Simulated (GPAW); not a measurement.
# Be2C (Fm-3m) in GPAW: equation of state

How stiff is Be2C in PBEsol, and what volume does it want? The cell is scaled to several volumes.

Program: GPAW 26.7.0. These are calculated values, not measurements. Logs are shortened: lines on timing, memory, paths and dates and some standing lists are left out, and cuts for length are marked. The log counts tension as positive stress, the text compression.

## (1) The structure

Symmetry: Fm-3m, No. 225, cubic system. Conventional cell: a = 4.330 Å, b = 4.330 Å, c = 4.330 Å, α = 90.00°, β = 90.00°, γ = 90.00°. C (site symmetry m-3m) is surrounded by 8 Be at 1.87 Å. Around Be (site symmetry -43m) lie 4 C at 1.87 Å.

## (2) Equation of state, PBEsol

File run.py:

```python
from ase import Atoms
from ase.eos import EquationOfState
from ase.io import Trajectory
from ase.units import GPa
from gpaw import GPAW, PW, setup_paths

setup_paths.insert(0, '.')

atoms = Atoms(['C', 'Be', 'Be'],
              cell=[[0.0, 2.165, 2.165],
                    [2.165, 0.0, 2.165],
                    [2.165, 2.165, 0.0]],
              scaled_positions=[[0.0, 0.0, 0.0],
                                [0.75, 0.75, 0.75],
                                [0.25, 0.25, 0.25]],
              pbc=True)

traj = Trajectory('eos.traj', 'w')
volumes, energies = [], []
for x in [0.94, 0.96, 0.98, 1.0, 1.02, 1.04, 1.06]:
    a = atoms.copy()
    a.set_cell(atoms.cell * x**(1 / 3), scale_atoms=True)
    calc = GPAW(mode=PW(800),
                xc='PBEsol',
                kpts={'size': (11, 11, 11), 'gamma': True},
                occupations={'name': 'fermi-dirac', 'width': 0.05},
                nbands=12,
                convergence={'density': 1e-05, 'energy': 1e-05},
                maxiter=150,
                txt=f'eos-{x:.2f}.txt')
    a.calc = calc
    energies.append(a.get_potential_energy(force_consistent=True))
    volumes.append(a.get_volume())
    p = -a.get_stress()[:3].mean() / GPa
    calc.write(f'eos-{x:.2f}.gpw')
    traj.write(a)
    print(f'{x:.2f} {volumes[-1]:10.4f} A^3 {energies[-1]:14.6f} eV {p:9.3f} GPa', flush=True)

v0, e0, B = EquationOfState(volumes, energies, eos='birchmurnaghan').fit()
print(f'V0 = {v0:.4f} A^3, E0 = {e0:.6f} eV, B0 = {B / GPa:.2f} GPa')
```

Potentials or basis: PAW data sets generated in the run's folder for this functional, pw.

On the command line:

```sh
gpaw-setup -f PBEsol Be C
OMP_NUM_THREADS=1 python run.py
```

What it wrote:

```text
__  _  _
 | _ |_)|_||  |
 |__||  | ||/\| - 26.7.0

Input parameters:
  mode=PW(ecut=800.0),
  convergence={'density': 1e-05, 'energy': 1e-05},
  kpts=MonkhorstPack(size=(11, 11, 11), gamma=True),
  maxiter=150,
  nbands=12,
  occupations=Occupations(name='fermi-dirac', width=0.05),
  xc=XC(name='PBEsol')

Diagonalizing LCAO Hamiltonian
Converting LCAO to pw mode

                 Be

          Be

       C

Atoms  # Å, Bohr magnetons
|   | symbol |        x |        y |        z |    initial magnetic moments |
|---|--------|----------|----------|----------|-----------------------------|
| 0 |      C | 0.000000 | 0.000000 | 0.000000 | ( 0.0000,  0.0000,  0.0000) |
| 1 |     Be | 3.203609 | 3.203609 | 3.203609 | ( 0.0000,  0.0000,  0.0000) |
| 2 |     Be | 1.067870 | 1.067870 | 1.067870 | ( 0.0000,  0.0000,  0.0000) |

Unit cell  # Å
| periodic |        x |        y |        z |  lengths |    angles |
|----------|----------|----------|----------|----------|-----------|
|      yes | 0.000000 | 2.135740 | 2.135740 | 3.020392 | 60.000000 |
|      yes | 2.135740 | 0.000000 | 2.135740 | 3.020392 | 60.000000 |
|      yes | 2.135740 | 2.135740 | 0.000000 | 3.020392 | 60.000000 |

Number of symmetries: 48
Symmetry operations  # r_c * U_cc + t_c -> r_c
|    | kind |            matrix            |
|----|------|------------------------------|
|  0 |  σ   |  1, 0, 0,  1, 0,-1,  1,-1, 0 |
|  1 |  C2  |  1, 0, 0,  1,-1, 0,  1, 0,-1 |
|  2 |  E   |  1, 0, 0,  0, 1, 0,  0, 0, 1 |
|  3 |  σ   |  1, 0, 0,  0, 0, 1,  0, 1, 0 |
|  4 |  C4  |  1, 0,-1,  1, 0, 0,  1,-1, 0 |
|  5 |  S6  |  1, 0,-1,  1,-1, 0,  1, 0, 0 |
|  6 |  σ   |  1, 0,-1,  0, 1,-1,  0, 0,-1 |
|  7 |  C3  |  1, 0,-1,  0, 0,-1,  0, 1,-1 |
|  8 |  S6  |  1,-1, 0,  1, 0, 0,  1, 0,-1 |
|  9 |  C4  |  1,-1, 0,  1, 0,-1,  1, 0, 0 |
| 10 |  C3  |  1,-1, 0,  0,-1, 1,  0,-1, 0 |
| 11 |  σ   |  1,-1, 0,  0,-1, 0,  0,-1, 1 |
| 12 |  σ   |  0, 1, 0,  1, 0, 0,  0, 0, 1 |
| 13 |  C4  |  0, 1, 0,  0, 1,-1, -1, 1, 0 |
| 14 |  C3  |  0, 1, 0,  0, 0, 1,  1, 0, 0 |
| 15 |  S6  |  0, 1, 0, -1, 1, 0,  0, 1,-1 |
| 16 |  C2  |  0, 1,-1,  1, 0,-1,  0, 0,-1 |
| 17 |  σ   |  0, 1,-1,  0, 1, 0, -1, 1, 0 |
| 18 |  S4  |  0, 1,-1,  0, 0,-1,  1, 0,-1 |
| 19 |  C4  |  0, 1,-1, -1, 1, 0,  0, 1, 0 |
| 20 |  C3  |  0, 0, 1,  1, 0, 0,  0, 1, 0 |
| 21 |  σ   |  0, 0, 1,  0, 1, 0,  1, 0, 0 |
| 22 |  S6  |  0, 0, 1,  0,-1, 1, -1, 0, 1 |
| 23 |  C4  |  0, 0, 1, -1, 0, 1,  0,-1, 1 |
| 24 |  S4  |  0, 0,-1,  1, 0,-1,  0, 1,-1 |
| 25 |  C3  |  0, 0,-1,  0, 1,-1,  1, 0,-1 |
| 26 |  C2  |  0, 0,-1,  0,-1, 0, -1, 0, 0 |
| 27 |  S6  |  0, 0,-1, -1, 0, 0,  0,-1, 0 |
| 28 |  S4  |  0,-1, 1,  1,-1, 0,  0,-1, 0 |
| 29 |  C4  |  0,-1, 1,  0, 0, 1, -1, 0, 1 |
| 30 |  C2  |  0,-1, 1,  0,-1, 0,  1,-1, 0 |
| 31 |  σ   |  0,-1, 1, -1, 0, 1,  0, 0, 1 |
| 32 |  C3  |  0,-1, 0,  1,-1, 0,  0,-1, 1 |
| 33 |  S6  |  0,-1, 0,  0, 0,-1, -1, 0, 0 |
| 34 |  S4  |  0,-1, 0,  0,-1, 1,  1,-1, 0 |
| 35 |  C2  |  0,-1, 0, -1, 0, 0,  0, 0,-1 |
| 36 |  C2  | -1, 1, 0,  0, 1, 0,  0, 1,-1 |
| 37 |  S6  | -1, 1, 0,  0, 1,-1,  0, 1, 0 |
| 38 |  S4  | -1, 1, 0, -1, 0, 1, -1, 0, 0 |
| 39 |  C3  | -1, 1, 0, -1, 0, 0, -1, 0, 1 |
| 40 |  S6  | -1, 0, 1,  0, 0, 1,  0,-1, 1 |
| 41 |  C2  | -1, 0, 1,  0,-1, 1,  0, 0, 1 |
| 42 |  C3  | -1, 0, 1, -1, 1, 0, -1, 0, 0 |
[... 63 lines left out ...]
    cutoffs:
      filter: 1.14  # [Å]
      core: 1.14  # [Å]
    projectors
    | kind |    occ | energy [eV] | rcut [Å] |
    |------|--------|-------------|----------|
    |   2s |  2.000 |     -13.648 |    0.635 |
    |   2p |  2.000 |      -5.232 |    0.635 |
    |    s |        |      13.563 |    0.635 |
    |    p |        |      21.979 |    0.635 |
    |    d |        |       0.000 |    0.635 |

    Using partial waves for C as LCAO basis

  Be:
    name:    Beryllium
    Z:       4.0
    valence: 2
    core:    2
    charge:  0.0  # [|e|]
    compensation charges:
      type: gauss
      rc: 0.25  # [Å]
      lmax: 2
    cutoffs:
      filter: 1.42  # [Å]
      core: 1.77  # [Å]
    projectors
    | kind |    occ | energy [eV] | rcut [Å] |
    |------|--------|-------------|----------|
    |   2s |  2.000 |      -5.543 |    0.794 |
    |   2p |  0.000 |      -1.968 |    0.794 |
    |    s |        |      21.668 |    0.794 |
    |    p |        |      25.243 |    0.794 |
    |    d |        |       0.000 |    0.794 |

    Using partial waves for Be as LCAO basis

Reference energy: -1814.015038  # eV

eigensolver:
  PPCG
  Converge bands: occupied
  niter=2

density mixing:
  MSR1-Mixer
  Pratt-step length: 0.05
  Maximum mixing coefficient: 0.75
  Old densities: 10
  SVD Regularization: 0.005
  Good broyden scale: 1.0
  Trust region scale: 1.0
  Backstep threshold: 4.0
  History deletion threshold: 6.0
  Fourier metric: weight=20.0, sigma=0.015

occupation numbers:
  Fermi-Dirac:
    width: 0.0500  # eV

poisson solver:
  ecut: 6400.0  # eV

xc functional:
  name: PBEsol with 2 nearest neighbor stencil

convergence criteria:
- Maximum integral of absolute [dens]ity change: 1e-05 electrons / valence electron
- Maximum [total energy] change in last 3 cyles: 1e-05 eV / valence electron
- Maximum integral of absolute [eigenst]ate change: 4e-08 eV^2 / valence electron
maximum number of iterations: 150

SCF iterations
|iter     | |      energy | eigst |  dens |
|---------|-|-------------|-------|-------|
|iter:   1| |  -19.230338 | +0.21 |       |
|iter:   2| |  -19.033888 | -2.03 | -0.70 |
|iter:   3| |  -18.372466 | -1.32 | -0.75 |
|iter:   4| |  -18.378323 | -2.99 | -1.40 |
|iter:   5| |  -18.380670 | -3.56 | -1.79 |
|iter:   6| |  -18.380694 | -5.84 | -3.12 |
|iter:   7| |  -18.380697c| -6.94 | -3.56 |
|iter:   8| |  -18.380697c| -8.50c| -5.15c|

Converged in 8 steps
Energy contributions relative to reference atoms: (reference = -1814.015038)

Energy contributions:
  Kinetic:          19.446718
  Coulomb:         -14.410033
  Zero:              0.025432
  External:          0.000000
  Xc:              -23.442815
  Entropy:          -0.000000
  Spinorbit:         0.000000
  ----------------------------
  Free energy:     -18.380697
  Extrapolated:    -18.380697

dipole moment: (-8.446858, -8.446858, -8.446858)  # |e|*Ang

Fermi level: 9.690
Eigenvalues  # (at kpt = [0.000, 0.000, 0.000])
| band index |      eig [eV] | occ [0-2] |
|------------|---------------|-----------|
|          0 |        -6.211 |     2.000 |
|          1 |         9.115 |     2.000 |
|          2 |         9.115 |     2.000 |
|          3 |         9.115 |     2.000 |
|          4 |        13.279 |     0.000 |
|          5 |        13.279 |     0.000 |
|          6 |        13.279 |     0.000 |
|          7 |        16.274 |     0.000 |
|          8 |        22.529 |     0.000 |
|          9 |        22.529 |     0.000 |
|         10 |        22.529 |     0.000 |
|         11 |        29.414 |     0.000 |

Gap: 1.181 eV
Transition (v -> c):
  (s=0, k=0, n=3, [0.00, 0.00, 0.00]) -> (s=0, k=50, n=4, [0.45, 0.45, 0.00])
Direct/indirect transitions are different
Direct gap: 4.164 eV
Transition at: (s=0, k=0, n=3, [0.00, 0.00, 0.00])

Stress tensor  # eV/Ang^3
|         x |         y |         z |
|-----------|-----------|-----------|
| -0.036141 |  0.000000 |  0.000000 |
|  0.000000 | -0.036141 | -0.000000 |
|  0.000000 | -0.000000 | -0.036141 |

# Writing to eos-0.96.gpw (mode='')
```

stdout:

```text
0.94    19.0779 A^3     -18.359200 eV    10.743 GPa
0.96    19.4839 A^3     -18.380697 eV     5.790 GPa
0.98    19.8898 A^3     -18.390159 eV     1.272 GPa
1.00    20.2957 A^3     -18.388715 eV    -2.851 GPa
1.02    20.7016 A^3     -18.377225 eV    -6.616 GPa
1.04    21.1075 A^3     -18.356654 eV   -10.055 GPa
1.06    21.5134 A^3     -18.327722 eV   -13.197 GPa
V0 = 20.0345 A^3, E0 = -18.390853 eV, B0 = 206.36 GPa
```

It took 90 s on 1 thread of Arm Neoverse V1, shared host; peak memory 0.25 GiB.

Results:

| Item | Value |
| --- | --- |
| Equilibrium volume | 6.68 Å³/atom |
| Bulk modulus | 206 GPa |
| Pressure derivative of the bulk modulus | 3.5 |

Energy against volume, from the lowest point:
| volume (Å³/atom) | energy (meV/atom) |
| --- | --- |
| 6.359 | 10.32 |
| 6.495 | 3.15 |
| 6.630 | 0.00 |
| 6.765 | 0.48 |
| 6.901 | 4.31 |
| 7.036 | 11.17 |
| 7.171 | 20.81 |
